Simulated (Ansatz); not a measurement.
**TiPt3: do energies and stresses tell the same story?**

Level of theory: DFT PBE, scalar-relativistic, plane waves, PAW (Ansatz).

Plane waves to 420 eV, a k mesh through Γ of 10×10×10 on the computed 4-atom cell and Gaussian smearing (0.10 eV); no spin polarisation.

Relaxed cell: Pm-3m, a = 3.948 Å, b = 3.948 Å, c = 3.948 Å, α = 90.00°, β = 90.00°, γ = 90.00°, 4 atoms in the primitive cell. Whether it is the stable form of this composition wasn't checked.

Energies at zero smearing and pressures from the stress tensor, at volumes with shape and atoms relaxed:
```json
{"V (Å³/atom)": "13.540", "E − E(first) (meV/atom)": "0.00", "P (GPa)": "41.42"}
{"V (Å³/atom)": "14.001", "E − E(first) (meV/atom)": "-99.53", "P (GPa)": "28.10"}
{"V (Å³/atom)": "14.463", "E − E(first) (meV/atom)": "-163.94", "P (GPa)": "16.98"}
{"V (Å³/atom)": "14.925", "E − E(first) (meV/atom)": "-199.08", "P (GPa)": "7.71"}
{"V (Å³/atom)": "15.386", "E − E(first) (meV/atom)": "-209.78", "P (GPa)": "-0.04"}
{"V (Å³/atom)": "15.848", "E − E(first) (meV/atom)": "-200.10", "P (GPa)": "-6.49"}
{"V (Å³/atom)": "16.309", "E − E(first) (meV/atom)": "-173.44", "P (GPa)": "-11.86"}
{"V (Å³/atom)": "16.925", "E − E(first) (meV/atom)": "-116.35", "P (GPa)": "-17.63"}
```

Task: Check P = −dE/dV between neighbouring volumes, and get the bulk modulus from the pressures alone.

Result: With 1 eV/Å³ = 160.2 GPa:
```tsv
middle V (Å³/atom)	−ΔE/ΔV (GPa)	mean P (GPa)
13.771	34.546	34.756
14.232	22.358	22.540
14.694	12.196	12.345
15.155	3.714	3.835
15.617	-3.359	-3.264
16.079	-9.254	-9.178
16.617	-14.862	-14.748
```

The two differ by 0.21 GPa at most. The mean of two end pressures misses the average over a step by about ΔV² P″/12, up to 0.20 GPa here; with that taken off 0.01 GPa remains. Around V = 15.386 Å³/atom, the two neighbours give B = −V ΔP/ΔV = 15.386 × 14.20 / 0.923 = 236.6 GPa, against B0 = 235.1 GPa from the Birch–Murnaghan fit of the energies.

Spin–orbit coupling is left out, which can shift energies with elements as heavy as these.